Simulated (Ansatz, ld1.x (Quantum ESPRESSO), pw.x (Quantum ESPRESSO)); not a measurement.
Ti (Z = 22): one change to the TM potential, in the atom and in the fcc crystal

ld1.x (Quantum ESPRESSO) 7.5 input, shortened:

```
&input
   title='Ti', zed=22., rel=1, dft='PBE', iswitch=3,
   config='[Ar] 3d2 4s2 4p0'
 /
 &inputp
   pseudotype=2, tm=.true., lloc=-2, rcloc=2.20,
   nlcc=.true., rcore=1.45
 /
3
4S  1  0   2.00   0.00  2.75  2.75  0.0
4P  2  1   0.00   0.00  2.90  2.90  0.0
3D  3  2   2.00   0.00  2.05  2.05  0.0
 &test
   configts(1)='3d2 4s2 4p0'
 /
```

Change: wave 3d (bound): rc 2.05 bohr becomes 3d (bound): rc 1.48 bohr.

Cutoffs, loose and tight: the cutoffs (Ry, on a coarse ladder) from which the occupation-weighted sum of valence levels, in a spherical-Bessel basis at the reference potential, stays within 10 and 1 mRy of its value at 400 Ry. They do not see the model core or the augmentation charge, which bear on the density cutoff. Test errors are all-electron minus pseudo excitation energies from the reference, over the configurations 3d2 4s1 4p0; 3d2 4s0 4p0; 3d1 4s0 4p0; 3d1 4s2 4p1; 3d2 4s0 4p1; 3d3 4s1 4p0; 3d3 4s0 4p0; variants that change the core or the reference have their own tests.

Crystal test: fcc Ti in pw.x 7.5, no spin, 14³ k-points, Fermi–Dirac smearing 0.01 Ry, cutoffs set for each file from its atomic test. The reference is all-electron LAPW (Ansatz 0.2.0) with the same functional, mesh and smearing; V0 and B0 come from Birch–Murnaghan fits to the pressures at five volumes. Errors are pseudo minus all-electron; Δ is the rms difference of the E(V) curves that follow from these fits, minima aligned, over ±6 % about the mean V0. Mesh and smearing are coarse, so the numbers serve the comparison and aren't converged zero-temperature values; the lattice is a test structure that the element need not adopt.

All-electron: a0 = 4.119 Å (V0 = 17.47 Å³/atom), B0 = 106.1 GPa.

Problem. Does the change bring the crystal closer to the all-electron result?

Solution. The mean pressure error goes from -0.40 to -0.73 GPa, so the change moves the solid further from the all-electron pressures. At 80 % of its cutoff the pressure of the base moves by -0.52 GPa.

```csv
quantity,base,changed
outcome (atom),generated,generated
"cutoff, loose (atom)",50 Ry,80 Ry
"cutoff, tight (atom)",60 Ry,100 Ry
bound ghosts (atom),none,none
largest test error (meV) (atom),-353,-438
cutoffs in pw.x (Ry),75/300,120/480
a0 (Å),4.113,4.109
a0 error (%),-0.13,-0.23
B0 error (%),+1.8,+2.0
Δ (meV/atom),1.5,2.8
mean pressure error (GPa),-0.40,-0.73
```

Base: The largest radius (2.90 bohr) exceeds half the bond length (2.75 bohr), so the spheres overlap, which is one possible source of error among others. Changed file: The largest radius (2.90 bohr) exceeds half the bond length (2.75 bohr), so the spheres overlap, which is one possible source of error among others. The atomic cutoffs weigh occupied waves only.
